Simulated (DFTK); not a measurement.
Crystal: Ti.

```
CELL_PARAMETERS angstrom
2.95000 0.00000 0.00000
-1.47500 2.55477 0.00000
0.00000 0.00000 4.68000
ATOMIC_POSITIONS crystal
Ti 0.66667 0.33333 0.75000
Ti 0.33333 0.66667 0.25000
```

| Property | Result |
| --- | --- |
| Program | DFTK 0.8.2 |
| Task | single point |
| Functional | PBE |
| Potentials or basis | dojo.nc.sr.pbe.v0_4_1.standard.upf (PBE) |
| Cutoff | 1143 eV |
| k mesh | 10 × 10 × 6 |
| Occupations | fermi-dirac, width 0.05 eV |
| Spin | no spin polarisation |

On this cell: pressure -1.4 GPa; largest force under 0.003 eV/Å; band gap on the k mesh none (metal or under the smearing width).

The same run follows on a disturbed copy (atoms moved at random, drawn with an rms of 0.05 Å):

```
Ti
1.0
     2.95000    0.00000    0.00000
    -1.47500    2.55477    0.00000
     0.00000    0.00000    4.68000
Ti
2
Direct
  0.68616 0.32688 0.74849
  0.33797 0.67291 0.24873
```

Question: What does the disturbed cell give?

Answer: The energy (extrapolated to zero smearing) moves by +2.1 meV/atom; pressure -1.4 GPa; largest force 0.107 eV/Å; band gap on the k mesh none (metal or under the smearing width).

Forces in eV/Å, atoms in the order of the input:
```
Ti  -0.096  0.049  0.003
Ti   0.096 -0.049 -0.003
```

Stress tensor (GPa, compression positive):
```
-1.70  0.72  0.00
 0.72 -0.96  0.00
 0.00  0.00 -1.63
```
